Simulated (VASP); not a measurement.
Wanted: the native input for a VASP 6.6.1 run.

| Item | Value |
| --- | --- |
| Task | single point |
| Functional | PBEsol |
| Potentials or basis | VASP PAW PBE potentials, release 64 (Li_sv) |
| Cutoff | 520 eV |
| k mesh | 6 × 6 × 6 |
| Occupations | gaussian, width 0.1 eV |
| Spin | no spin polarisation |
| Dipole correction | no |
| Further INCAR settings | ALGO = Normal; EDIFF = 1e-07; NBANDS = 8 |

The structure of Li lies in POSCAR:

```
Li
1.0
   -2.1675814156      2.1675814156      2.1675814156
    2.1675814156     -2.1675814156      2.1675814156
    2.1675814156      2.1675814156     -2.1675814156
Li
1
Direct
    0.0000000000      0.0000000000      0.0000000000
```

The cell isn't the ideal one: Cs replaced by Li, lengths x 0.715, strained and moved within the space group.

These files were run (other wordings do the same):

INCAR

```
SYSTEM = Li
ALGO     = Normal         ! electronic algorithm
EDIFF    = 1E-7           ! SCF threshold, eV
ENCUT    = 520            ! plane-wave cutoff, eV
GGA      = PS             ! functional
ISIF     = 2              ! what is computed and relaxed
ISMEAR   = 0              ! smearing method
LASPH    = .True.         ! aspherical terms in the spheres
LCHARG   = .True.         ! write CHGCAR
LELF     = .True.         ! ELF
LREAL    = .False.        ! projectors in reciprocal space
LVHAR    = .True.       
LWAVE    = .False.        ! write WAVECAR
NBANDS   = 8              ! bands
NELM     = 80             ! most SCF steps
PREC     = Accurate       ! precision mode
SIGMA    = 0.1            ! smearing width, eV
```

KPOINTS

```
k-points
0
Gamma
  6 6 6
  0 0 0
```

Potentials or basis: VASP PAW PBE potentials, release 64 (Li_sv).

Launch:

```console
$ cat potpaw_PBE.64/Li_sv/POTCAR > POTCAR
$ mpirun -np 1 vasp_std > vasp.out
```

Results of the run:

- Band gap on the k mesh: none (metal or under the smearing width)

Run time: 3.9 s on 1 thread of AMD EPYC 9R45 (Zen 5) (shared host), peak memory 0.11 GiB.
